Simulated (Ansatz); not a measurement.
The system is MnO.

```
Mn O
1.0
     0.00000    2.22391    2.22391
     2.22391    0.00000    2.22391
     2.22391    2.22391    0.00000
Mn O
1 1
Direct
  0.00000 0.00000 0.00000
  0.50000 0.50000 0.50000
```

The cell is a database's computed one.

Base run:

* Program: Ansatz 0.2.0
* Functional: PBE
* Potentials or basis: all-electron LAPW, scalar-relativistic
* Cutoff: 324 eV (chosen from the basis error)
* Basis error allowed: 0.001 eV/atom
* k mesh: 10 × 10 × 10
* Occupations: fermi-dirac, width 0.05 eV
* Spin: collinear spin, ferromagnetic start
* Starting moments: [3.0, 0.0] μB
* Fixed moment: 3 μB

Its results: pressure -23.4 GPa; site moments Mn +2.94; O -0.02 μB.

Q: The run is repeated on the same cell with these changes: fixed moment from 3 μB to 1 μB; moments at the start from [3.0, 0.0] to [1.0, 0.0]. What comes out?

A: Pressure -24.4 GPa; site moments Mn +0.94; O +0.05 μB.

Caveats: the total moment is fixed, so each spin has its own Fermi level.
